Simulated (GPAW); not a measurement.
Na:

```
CELL_PARAMETERS angstrom
-2.08231 2.08231 2.08231
2.08231 -2.08231 2.08231
2.08231 2.08231 -2.08231
ATOMIC_POSITIONS crystal
Na 0.00000 0.00000 0.00000
```

The cell isn't the ideal one: volume scaled by 0.92.

| Property | Result |
| --- | --- |
| Program | GPAW 26.7.0 |
| Task | relaxation of cell and atoms |
| Functional | OLYP |
| Dispersion | D3(BJ) |
| Potentials or basis | PAW data sets generated in the run's folder for this functional |
| Cutoff | 800 eV |
| Basis | pw |
| k mesh | 9 × 9 × 9 |
| Occupations | fermi-dirac, width 0.05 eV |
| Spin | no spin polarisation |

At the start: pressure -0.9 GPa; volume 36.12 Å³/atom.

Where does the relaxation end?

Over 4 steps the energy falls by 12.5 meV/atom and the volume is 32.19 Å³/atom (-10.9 %); space group Im-3m (No. 229, to 0.05 Å).

Step by step:
```csv
step,energy change (eV),largest force (eV/Å),pressure (GPa),volume (Å³)
1,0.0000,0.0000,-0.93,36.12
2,-0.0018,0.0000,-0.87,35.79
3,-0.0125,0.0000,0.08,31.92
4,-0.0125,0.0000,-0.01,32.19
```

Final structure:
```
Na
1.0
    -2.00392    2.00392    2.00392
     2.00392   -2.00392    2.00392
     2.00392    2.00392   -2.00392
Na
1
Direct
  0.00000 0.00000 0.00000
```

Caveat: later steps reuse the first step's grids; pairwise dispersion overbinds metals, which lowers pressure and volume.
